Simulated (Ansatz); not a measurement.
## BP under changes of volume

One of the cells (11.682 Å³/atom); the others are scaled copies at fixed shape and fractional positions:

```xyz
2
Lattice="0.0000 2.2690 2.2690 2.2690 0.0000 2.2690 2.2690 2.2690 0.0000" Properties=species:S:1:pos:R:3 pbc="T T T"
P     3.4035    3.4035    3.4035
B     0.0000    0.0000    0.0000
```

```yaml
Program: Ansatz 0.2.0
Functional: rPW86-PBE
Potentials_or_basis: Ansatz PAW
Cutoff: "420 eV (not typed: the program's choice for these potentials)"
k_mesh: 10 × 10 × 10
Occupations: fermi-dirac, width 0.05 eV
Spin: no spin polarisation
```

```csv
volume (Å³/atom),energy over the lowest point (meV/atom),pressure (GPa),gap on the mesh (eV)
10.981,48.81,16.4,1.37
11.214,28.09,12.1,1.39
11.448,13.41,8.1,1.42
11.682,4.19,4.5,1.44
11.915,0.00,1.3,1.47
12.149,?,?,?
12.383,4.80,-4.4,1.51
```

**Question.** What does the run at 12.149 Å³/atom give?

**Answer.** Energy over the lowest point 0.33 meV/atom; pressure -1.7 GPa; gap on the mesh 1.49 eV.

Worked out: A Birch-Murnaghan fit of order 3 (a polynomial in V^(-2/3)) to the other rows has its minimum at 12.01 Å³/atom with B0 = V·E''(V) = 153 GPa and B' = 3.9. It gives 0.34 meV/atom at 12.149 Å³/atom, against the run's 0.33, and -dE/dV = -1.7 GPa, against -1.7. A straight line through the other rows of the gap, of slope 1.19 eV per unit of ln V, gives 1.49 eV, against the run's 1.49.

Energies are extrapolated to zero smearing.

Caveats: the PAW data sets come from PBE, with cores solved anew for the run's functional, which leaves a small shift of forces and pressure.

A mesh can miss the band edges.
